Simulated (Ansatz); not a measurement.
## How the vibrations of Ga change with volume

Method: DFT PBEsol, scalar-relativistic, plane waves, PAW (Ansatz). Plane waves to 420 eV; Γ-centred k mesh 16×16×12; Fermi-Dirac smearing of 0.15 eV. No spin polarisation. Phonons by linear response, acoustic sum rule imposed.

The cell, relaxed at this level:
```xyz
2
Lattice="1.3726 -3.9743 -0.0160 1.3726 3.9743 -0.0160 -0.1552 0.0000 3.2955" Properties=species:S:1:pos:R:3 pbc="T T T"
Ga    1.3337   -2.9112    0.8079
Ga    1.2561    2.9112    2.4556
```

In a metal, frequencies depend on the k mesh and the smearing, soft modes most.

Cells at 0.98 and 1.02 times the equilibrium volume were relaxed in shape and atoms; γ = −d ln ν / d ln V, modes matched by rank.

Q: Give the optical frequencies at Γ (cm⁻¹) at the three volumes and the mode Grüneisen parameters.

A:
```csv
0.98 V,V,1.02 V,γ,degeneracy
49,47,45,2.30,1
127,122,117,2.01,1
200,192,185,1.96,1
```

Q: What pressures hold the two strained cells, and what bulk modulus follows?

A: 1.28 GPa at 0.98 V and -1.12 GPa at 1.02 V, so B = −dP/d ln V ≈ 60 GPa.

This form isn't the element's structure at ambient conditions.